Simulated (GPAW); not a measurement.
KMgF3:

```
K Mg F
1.0
     3.98590    0.00000    0.00000
     0.00000    3.98590    0.00000
     0.00000    0.00000    3.98590
K Mg F
1 1 3
Direct
  0.50000 0.50000 0.50000
  0.00000 0.00000 0.00000
  0.00000 0.00000 0.50000
  0.00000 0.50000 0.00000
  0.50000 0.00000 0.00000
```

Base run:

| Property | Result |
| --- | --- |
| Program | GPAW 26.7.0 |
| Functional | AM05 |
| Potentials or basis | PAW data sets generated in the run's folder for this functional |
| Cutoff | 650 eV |
| Basis | pw |
| k mesh | 6 × 6 × 6 |
| Occupations | fermi-dirac, width 0.001 eV |
| Spin | no spin polarisation |

Its results: band gap on the k mesh 7.32 eV, indirect (least direct gap 7.64 eV); electronic dielectric tensor (diagonal) 2.00.

Question: The run is repeated on the same cell with these changes: functional from AM05 to PBEsol. What comes out?

Answer: Band gap on the k mesh 7.13 eV, indirect (least direct gap 7.46 eV); electronic dielectric tensor (diagonal) 2.02.

Caveats: the long-wavelength limit can be off by a per cent or two; an odd mesh through Γ misses points on the zone boundary, where band edges often lie.

Not every run made on this cell is shown here.
